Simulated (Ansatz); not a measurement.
Computed with DFT PBE, scalar-relativistic, plane waves, PAW (Ansatz). All cells share a 420 eV cutoff and Γ-centred k meshes spaced at most about 0.3 Å⁻¹ (about 0.25 or finer for metals, 2π included). No spin polarisation.

All energies are static (0 K, no zero-point motion).

Question: Order these relaxed structures of Zn2CdTe3 by energy, lowest first, with the energy over the lowest of them.
A.

```xyz
6
Lattice="-2.7770 2.7770 5.4885 2.7770 -2.7770 5.4885 2.7770 2.7770 -5.4885" Properties=species:S:1:pos:R:3 pbc="T T T"
Zn    0.0000    0.0000    8.2383
Zn    0.0000    0.0000    2.7388
Cd    0.0000    0.0000    5.4885
Te    0.0000    2.7770    2.7443
Te    2.7770    0.0000    2.7443
Te    0.0000    0.0000    0.0000
```

B.

```xyz
6
Lattice="5.4447 0.0000 0.0000 0.0000 5.4447 0.0000 0.0000 0.0000 7.3942" Properties=species:S:1:pos:R:3 pbc="T T T"
Zn    2.7223    0.0000    1.0991
Zn    0.0000    2.7223    1.0991
Cd    0.0000    0.0000    4.9070
Te    0.0000    0.0000    2.0189
Te    2.7223    0.0000    5.8935
Te    0.0000    2.7223    5.8935
```

C.

```xyz
6
Lattice="6.4131 0.0000 0.0000 -3.2065 5.5539 0.0000 0.0000 0.0000 7.7488" Properties=species:S:1:pos:R:3 pbc="T T T"
Zn    0.0000    0.0000    5.1240
Zn    0.0000    0.0000    2.6249
Cd    0.0000    0.0000    0.0000
Te    3.2065    0.0000    0.0000
Te   -1.6033    2.7770    0.0000
Te    1.6033    2.7770    0.0000
```

D.

```xyz
6
Lattice="4.3174 2.4926 2.9030 -4.3174 2.4926 2.9030 0.0000 -4.9852 2.9030" Properties=species:S:1:pos:R:3 pbc="T T T"
Zn    0.0000    0.0000    7.4894
Zn    0.0000    0.0000    1.2197
Cd    0.0000    0.0000    4.3545
Te    0.0000    2.4926    2.9030
Te   -2.1587   -1.2463    2.9030
Te    2.1587   -1.2463    2.9030
```

Answer: B (0 meV/atom), A (54 meV/atom), D (115 meV/atom), C (338 meV/atom). Forms: B P4mm; A I4/mmm; D R-3m; C P6/mmm. Counting Te atoms around Cd and Zn (those within 1.25 times the shortest such distance or 1.15 times the sum of covalent radii; a plus sign parts nearer from farther groups; the shortest distance is added where it is long for a bond): B has Zn 1+2, Cd 5; A has Zn 5, Cd 12 from 3.9 Å; D has Zn 3, Cd 6; C has Zn 6 from 4.1 Å, Cd 6. All come from invented guesses. Even the lowest of the cells shown lies +0.06 eV/atom against the elements.

These runs have no spin–orbit coupling, which can matter for Te. Cells relaxed within their symmetry can be saddle points. Some types were kept out of the candidates beforehand, so the set may lack a known form.
